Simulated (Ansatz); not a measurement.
The system is HgTe (Coloradoite).

```
Hg Te
1.0
     0.00000    3.21450    3.21450
     3.21450    0.00000    3.21450
     3.21450    3.21450    0.00000
Hg Te
1 1
Direct
  0.00000 0.00000 0.00000
  0.75000 0.75000 0.75000
```

Base run:

```yaml
Program: Ansatz 0.2.0
Functional: PBE
Potentials_or_basis: Ansatz PAW
Cutoff: "420 eV (not typed: the program's choice for these potentials)"
k_mesh: 7 × 7 × 7
Occupations: gaussian, width 0.029 eV
Spin: no spin polarisation
```

Its results: band gap on the k mesh none (metal or under the smearing width); pressure 4.6 GPa.

Question: The run is repeated on the same cell with these changes: functional from PBE to LDA; occupations from gaussian, width 0.029 eV to fermi-dirac, width 0.05 eV. What comes out?

Answer: Band gap on the k mesh none (metal or under the smearing width); pressure 0.2 GPa.

Caveats: spin-orbit coupling is left out, which moves the levels of the heavy elements (some runs); the PAW data sets come from PBE, with cores solved anew for the run's functional, which leaves a small shift of forces and pressure (some runs).
